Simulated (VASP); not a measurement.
# Cu in VASP: further runs, part 2 of 2

VASP 6.6.1.

## (4) Single point, PBE

This run uses another cell than the first one: it holds 4 atoms, not 6.

The input, INCAR:

```
SYSTEM = Cu
PREC = Accurate
ENCUT = 520
EDIFF = 1E-6
ISMEAR = 0
SIGMA = 0.1
LREAL = .False.
LASPH = .True.
NELM = 100
ALGO = Normal
ISIF = 2
LWAVE = .False.
LCHARG = .True.
GGA = PE
LELF = .True.
LVHAR = .True.
NBANDS = 30
```

The input, KPOINTS:

```
Automatic mesh
0
Gamma
  6 6 4
  0 0 0
```

The input, POSCAR:

```
Cu
1.0
    1.8467067538     -1.8462619437      0.0000000000
    1.8467067538      1.8462619437      0.0000000000
    0.0000000000      0.0000000000      7.0423408393
Cu
4
Direct
    0.7500194016      0.2499805984      0.1249947522
    0.7499805984      0.2500194016      0.6249947522
    0.2499805984      0.7500194016      0.8750052478
    0.2500194016      0.7499805984      0.3750052478
```

Potentials or basis: VASP PAW PBE potentials, release 64 (Cu).

Started as:

```bash
cat potpaw_PBE.64/Cu/POTCAR > POTCAR
mpirun -np 1 vasp_std > vasp.out
```

OUTCAR:

```text
SYSTEM = Cu
   PREC = Accurate
   ENCUT = 520
   EDIFF = 1E-6
   ISMEAR = 0
   LREAL = .False.
   LASPH = .True.
   NELM = 100
   ISIF = 2
   GGA = PE

 ion  position               nearest neighbor table
   1  0.750  0.250  0.125-   3 2.55   4 2.55   4 2.55   3 2.55   3 2.55   3 2.55   4 2.55   4 2.55

   2  0.750  0.250  0.625-   4 2.55   3 2.55   3 2.55   4 2.55   4 2.55   4 2.55   3 2.55   3 2.55

   3  0.250  0.750  0.875-   1 2.55   2 2.55   2 2.55   1 2.55   1 2.55   1 2.55   2 2.55   2 2.55

   4  0.250  0.750  0.375-   2 2.55   1 2.55   1 2.55   2 2.55   2 2.55   2 2.55   1 2.55   1 2.55

  LATTYP: Found a base centered orthorhombic cell.
 ALAT       =     3.6925238874
 B/A-ratio  =     1.0002409247
 C/A-ratio  =     1.9071889727

  Lattice vectors:

 A1 = (  -1.8467067538,  -1.8462619437,   0.0000000000)
 A2 = (   1.8467067538,  -1.8462619437,   0.0000000000)
 A3 = (   0.0000000000,   0.0000000000,   7.0423408393)

Analysis of symmetry for initial positions (statically):
=====================================================================
 Subroutine PRICEL returns:
 Original cell was already a primitive cell.

 Routine SETGRP: Setting up the symmetry group for a
 base centered orthorhombic supercell.

 Subroutine GETGRP returns: Found  8 space group operations
 (whereof  4 operations were pure point group operations)
 out of a pool of  8 trial point group operations.

The static configuration has the point symmetry C_2h.
 The point group associated with its full space group is D_2h.

Analysis of symmetry for dynamics (positions and initial velocities):
=====================================================================
 Subroutine PRICEL returns:
 Original cell was already a primitive cell.

 Routine SETGRP: Setting up the symmetry group for a
 base centered orthorhombic supercell.

 Subroutine GETGRP returns: Found  8 space group operations
 (whereof  4 operations were pure point group operations)
 out of a pool of  8 trial point group operations.

[... 126 lines left out ...]
  volume/ion in A,a.u.               =      12.01        81.02
  Fermi-wavevector in a.u.,A,eV,Ry     =   1.590058  3.004774 34.399397  2.528284
  Thomas-Fermi vector in A             =   2.688812
   LORBIT       =      0    0 simple, 1 ext, 2 COOP (PROOUT), +10 PAW based schemes
   GGA     = PE    functional components
   LHFCALC =     F    Hartree Fock is set to
   AEXX    =    0.0000 exact exchange contribution
   IVDW    =     0    specifies the selected vdW correction
   LEPSILON=     F    determine dielectric tensor
   LRPA    =     F    only Hartree local field effects (RPA)
 non-spin polarized calculation
 Gauss-broadening in eV      SIGMA  =   0.10
  energy-cutoff  :      520.00
  volume of cell :       48.02
 maximum number of plane-waves:      1310
   NGX =  9   NGY =  9   NGZ = 27

 number of electron      44.0000011 magnetization

 Free energy of the ion-electron system (eV)
  ---------------------------------------------------
  ext. energy  EPLUGINS =         0.00000000
  ---------------------------------------------------
  free energy    TOTEN  =       -14.83548033 eV

  energy without entropy =      -14.83076315  energy(sigma->0) =      -14.83312174

 E-fermi :   7.4010     XC(G=0): -12.6300

 val. band max:        7.2273913585   @ k =   0.5000   0.1667   0.2500
 cond. band min:       7.4427284868   @ k =   0.3333   0.0000   0.2500
 fundamental gap:      0.2153371283
 Fermi energy:         7.4010224017

 k-point     1 :       0.0000    0.0000    0.0000
  band No.  band energies     occupation
      1      -1.8419      2.00000
      2       1.0510      2.00000
      3       1.0512      2.00000
      4       2.6451      2.00000
      5       3.0401      2.00000
      6       3.7828      2.00000
[... 781 lines left out ...]
     29      17.3109      0.00000
     30      17.3144      0.00000

 [... further k-points ...]

------------------------ aborting loop because EDIFF is reached ----------------------------------------

  FORCE on cell =-STRESS in cart. coord.  units (eV):
  Direction    XX          YY          ZZ          XY          YZ          ZX
  --------------------------------------------------------------------------------------
  -------------------------------------------------------------------------------------
  Total        0.1524457      0.1599934      0.1590112      0.0000000      0.0000000      0.0000000
  in kB        5.0861313      5.3379471      5.3051792      0.0000000      0.0000000      0.0000000
  external PRESSURE =       5.2430859 kB  Pullay stress =       0.0000000 kB

 VOLUME and BASIS-vectors are now :
 -----------------------------------------------------------------------------
  energy-cutoff  :      520.00
  volume of cell :       48.02
      direct lattice vectors                 reciprocal lattice vectors
     1.846706754 -1.846261944  0.000000000     0.270752245 -0.270817476  0.000000000
     1.846706754  1.846261944  0.000000000     0.270752245  0.270817476  0.000000000
     0.000000000  0.000000000  7.042340839     0.000000000  0.000000000  0.141998239

 POSITION                                       TOTAL-FORCE (eV/Angst)
 -----------------------------------------------------------------------------------
      1.84671     -0.92320      0.88026         0.000000      0.000278      0.000487
      1.84671     -0.92306      4.40143         0.000000     -0.000278      0.000487
      1.84671      0.92320      6.16209         0.000000     -0.000278     -0.000487
      1.84671      0.92306      2.64091         0.000000      0.000278     -0.000487
 -----------------------------------------------------------------------------------
    total drift:                                0.000000      0.000000      0.000000

  FREE ENERGIE OF THE ION-ELECTRON SYSTEM (eV)
  ---------------------------------------------------
  free  energy   TOTEN  =       -14.8354803303 eV

  energy  without entropy=      -14.8307631518  energy(sigma->0) =      -14.83312174
```

OSZICAR:

```text
N       E                     dE             d eps       ncg     rms          rms(c)
DAV:   1     0.334444568380E+03    0.33444E+03   -0.19630E+04  2404   0.261E+03
DAV:   2     0.129614831405E+02   -0.32148E+03   -0.30960E+03  2346   0.394E+02
DAV:   3    -0.175634225617E+02   -0.30525E+02   -0.28957E+02  2564   0.167E+02
DAV:   4    -0.183695024392E+02   -0.80608E+00   -0.80414E+00  2694   0.360E+01
DAV:   5    -0.183791988965E+02   -0.96965E-02   -0.96957E-02  2902   0.395E+00    0.153E+01
DAV:   6    -0.163214284916E+02    0.20578E+01   -0.30088E+01  2586   0.115E+02    0.794E+00
DAV:   7    -0.148750084983E+02    0.14464E+01   -0.56668E+00  2688   0.484E+01    0.855E-01
DAV:   8    -0.148477313806E+02    0.27277E-01   -0.99135E-02  3168   0.428E+00    0.844E-01
DAV:   9    -0.148353684670E+02    0.12363E-01   -0.27261E-02  2684   0.347E+00    0.303E-02
DAV:  10    -0.148354807767E+02   -0.11231E-03   -0.97420E-04  2812   0.286E-01    0.157E-02
DAV:  11    -0.148354769292E+02    0.38475E-05   -0.12799E-05  3144   0.364E-02    0.819E-03
DAV:  12    -0.148354802709E+02   -0.33417E-05   -0.24823E-06  2046   0.293E-02    0.215E-03
DAV:  13    -0.148354803303E+02   -0.59371E-07   -0.39079E-07  1508   0.931E-03
   1 F= -.14835480E+02 E0= -.14833122E+02  d E =-.471718E-02
```

Run time: 40 s. Hardware: 1 thread of Intel Xeon Platinum 8259CL at 2.50GHz (Skylake/Cascade Lake), shared host; peak memory 0.17 GiB.

Results:

```yaml
Free_energy: -14.8355 eV
Pressure: 0.5 GPa
Band_gap_on_the_k_mesh: none (metal or under the smearing width)
```

Levels at points of the mesh, in eV from the Fermi level:
```tsv
k point	band 19	band 20	band 21	band 22	band 23	band 24	band 25	band 26
(0.00, 0.00, 0.00)	-1.98	-1.98	-1.65	-1.48	-1.48	2.19	7.83	12.21
(0.50, 0.00, 0.00)	-1.58	-1.58	-0.96	-0.96	-0.47	-0.47	3.67	3.67
(0.50, 0.50, 0.00)	-1.43	-1.43	1.17	1.17	6.10	6.11	6.11	6.11
(0.00, 0.00, 0.50)	-1.79	-1.79	-1.75	-1.75	-0.80	-0.80	12.41	12.41
(0.50, 0.00, 0.50)	-1.81	-1.81	-0.55	-0.55	-0.55	-0.55	5.81	5.81
(0.50, 0.50, 0.50)	-1.56	-1.56	2.88	2.88	2.88	2.88	6.89	6.89
```

Caveat: the k mesh is coarse (spacing up to 0.40 Å⁻¹), so the values aren't converged.

## (5) Overview

| cell | k mesh | mesh quality | gap on the mesh (eV) | largest force (eV/Å) |
| --- | --- | --- | --- | --- |
| P-3m1, 23.07 Å³/atom | 18 × 18 × 2 | not flagged | none | 0.02 |
| P-3m1, 22.23 Å³/atom | 9 × 9 × 1 | not flagged | none | 0.20 |
| I4/mmm, 12.01 Å³/atom | 6 × 6 × 4 | coarse | none | - |

Alike in all rows: task single point; level PBE; potentials or basis VASP PAW PBE potentials, release 64 (Cu); no spin polarisation; cutoff (eV) 520; smearing gaussian 0.1 eV.

Caveats: some runs use coarse meshes.

Total energies depend on the potentials used, so only differences within one code and one set of settings carry meaning.
